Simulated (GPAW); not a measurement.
ZrSe2:

```
CELL_PARAMETERS angstrom
3.79800 0.00000 0.00000
-1.89900 3.28916 0.00000
0.00000 0.00000 6.19200
ATOMIC_POSITIONS crystal
Zr 0.00000 0.00000 0.00000
Se 0.66667 0.33333 0.75000
Se 0.33333 0.66667 0.25000
```

- Program: GPAW 26.7.0
- Task: relaxation of cell and atoms
- Functional: PBEsol
- Dispersion: D3(BJ)
- Potentials or basis: PAW data sets generated in the run's folder for this functional
- Cutoff: 600 eV
- Basis: pw
- k mesh: 6 × 6 × 3
- Occupations: fermi-dirac, width 0.05 eV
- Spin: no spin polarisation

At the start: pressure -3.6 GPa; volume 25.78 Å³/atom.

Problem. How do energy, volume and symmetry change on relaxing?

Solution. Over 11 steps the energy falls by 42.6 meV/atom and the volume is 22.57 Å³/atom (-12.5 %); space group P-3m1 (No. 164, to 0.05 Å).

The path:
```tsv
step	energy change (eV)	largest force (eV/Å)	pressure (GPa)	volume (Å³)
1	0.0000	0.0676	-3.60	77.35
2	-0.0139	0.1422	-3.03	76.71
3	-0.0565	0.5500	0.50	72.89
4	-0.0646	0.5245	0.64	72.38
5	-0.1019	0.1000	0.08	69.33
6	-0.1039	0.0266	-0.18	69.10
7	-0.1086	0.0845	-0.62	68.76
8	-0.1167	0.2024	-1.00	68.21
9	-0.1233	0.2014	-0.94	67.86
10	-0.1270	0.0879	-0.42	67.74
11	-0.1277	0.0049	-0.04	67.71
```

Final structure:
```xyz
3
Lattice="3.6652 0.0000 0.0000 -1.8326 3.1742 0.0000 0.0000 0.0000 5.8201" Properties=species:S:1:pos:R:3 pbc="T T T"
Zr    0.0000    0.0000    0.0000
Se    1.8326    1.0581    4.2166
Se    0.0000    2.1161    1.6034
```

Caveat: later steps reuse the first step's grids; the volume moved by -12 % from the deposited cell, more than functionals usually miss.
